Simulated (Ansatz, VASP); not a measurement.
# Ni: VASP beside Ansatz

```
CELL_PARAMETERS angstrom
0.00000 1.67553 1.67553
1.67553 0.00000 1.67553
1.67553 1.67553 0.00000
ATOMIC_POSITIONS crystal
Ni 0.00000 0.00000 0.00000
```

Alike in both runs: functional PBEsol; k mesh 20 × 20 × 20; occupations fermi-dirac, width 0.05 eV; collinear spin.

Ansatz relaxed the structure, and its values are those at the end. VASP's run is a single point on that final structure, the one shown.

```csv
,VASP,Ansatz
version,VASP 6.6.1,Ansatz 0.2.0
potentials or method,"VASP PAW PBE potentials, release 64 (Ni), cutoff 520 eV","all-electron LAPW, scalar-relativistic"
```

|  | VASP | Ansatz | Ansatz less VASP |
| --- | --- | --- | --- |
| net moment per atom (μB) | 0.60 | 0.61 | +0.009 |
| size of the moment on the site where the two differ most (μB) | 0.60 | 0.64 | +0.036 |

Site moments also hang on the region over which each program counts them. Ansatz ran all-electron here, so the differences hold the error of VASP's frozen core and of both bases.
